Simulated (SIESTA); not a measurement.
The system is TiTe2.

```
CELL_PARAMETERS angstrom
3.77700 0.00000 0.00000
-1.88850 3.27098 0.00000
0.00000 0.00000 6.49800
ATOMIC_POSITIONS crystal
Te 0.33333 0.66667 0.73720
Te 0.66667 0.33333 0.26280
Ti 0.00000 0.00000 0.00000
```

Base run:

| Property | Result |
| --- | --- |
| Program | SIESTA 5.4.2 |
| Functional | optB88-vdW |
| Potentials or basis | PseudoDojo 0.4 standard (PBE files) |
| Basis | DZP (energy shift 0.003 Ry; two zetas on semicore shells) |
| Grid cutoff | 800 Ry |
| Energy shift | 0.003 Ry |
| k mesh | 8 × 8 × 4 |
| Occupations | fermi-dirac, width 0.05 eV |
| Spin | no spin polarisation |

Its results: band gap on the k mesh none (metal or under the smearing width); pressure 2.1 GPa; largest force 0.127 eV/Å.

**Question.** The run is repeated on the same cell with these changes: functional from optB88-vdW to vdW-DF. What comes out?

**Answer.** Band gap on the k mesh none (metal or under the smearing width); pressure 5.6 GPa; largest force 0.257 eV/Å.

Caveats: the potentials were made for another functional, which shifts forces and pressure; spin-orbit coupling is left out, which moves the levels of the heavy elements; the basis of atomic orbitals isn't converged, which shifts pressures, moduli and gaps.
